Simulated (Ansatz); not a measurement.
Here is an Ansatz 0.2.0 calculation.

The input input.yaml:

```yaml
crystal:
  lattice:
    - [3.1835163551, 0.0, 0.0]
    - [-1.5917581776, 2.7570060369, 0.0]
    - [0.0, 0.0, 31.95057789]
  atoms:
    - { symbol: W, position: [0.33333333, 0.66666666, 0.2347375383] }
    - { symbol: S, position: [0.66666667, 0.33333334, 0.2835461018] }
    - { symbol: S, position: [0.66666667, 0.33333334, 0.7164538982] }
    - { symbol: W, position: [0.33333333, 0.66666666, 0.7652624617] }
kpoints:
  mp_grid: { grid: [10, 10, 1] }
  band_path:
    path:
      - [0.0, 0.0, 0.0]
      - [0.5, 0.0, 0.0]
      - [0.3333333333, 0.3333333333, 0.0]
      - [0.0, 0.0, 0.0]
      - [0.0, 0.0, 0.5]
      - [0.5, 0.0, 0.5]
      - [0.3333333333, 0.3333333333, 0.5]
      - [0.0, 0.0, 0.5]
    npoints: 6
scf:
  occupations: { method: fermi_dirac, width: 0.05 }
hamiltonian:
  xc: pbe
  pseudopotentials: { kind: all_electron, lapw: { basis_error: 0.002 } }
output:
  forces: true
  stress: true
  eigenvalues: true
  fatbands: false
  dos: { projected: true, de: 0.1, e_range: [-10, 6] }
  populations: true
```

Potentials or basis: all-electron LAPW, scalar-relativistic.

Command:

```bash
$ ansatz run input.yaml --threads 4 --pin off --max-ram 14336MiB --backend cpu --events-out ev --progress --plain --runs-dir out
```

(1) Predict the work function.

(2) Predict the band gap along the path.

(3) Estimate the band gap on the k mesh.

## Answers

(1) 4.63 eV.

(2) 0.20 eV, indirect (least direct gap 0.84 eV).

(3) 0.21 eV, indirect (least direct gap 0.82 eV).

Caveat: spin-orbit coupling is left out, which moves the levels of the heavy elements.
